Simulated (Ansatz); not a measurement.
Consider InN in the wurtzite structure (space group P6_3mc, No. 186; a = 3.5475 Å, c = 5.7226 Å). Axes: x lies along a and z along c of the hexagonal cell.

Calculations: r2SCAN, PAW, 500 eV (Ansatz, a first-principles code; without spin-orbit coupling).

Base values:

* **Pressure**: 0.0 GPa
* **Shortest interatomic distance**: 216.1 pm

Now apply this change: uniaxial strain ε_xx = +5.13 %, all other strain components held at zero; the atoms relax in the strained cell.

Problem. What happens to the largest internal atomic displacement, pressure, energy relative to the base and shortest interatomic distance?

Solution. The largest internal atomic displacement comes out as 0.034 Å; the pressure (mean of the normal stresses, compression positive) goes from zero to -6.4 GPa; the energy increases by 27 meV/atom; the shortest interatomic distance grows by 3.2 pm (216.1 pm → 219.3 pm).

Whether these cells are dynamically stable was not tested. All final runs are without spin polarisation. Gaps under 0.05 eV, about the width of the smearing, are given as zero.
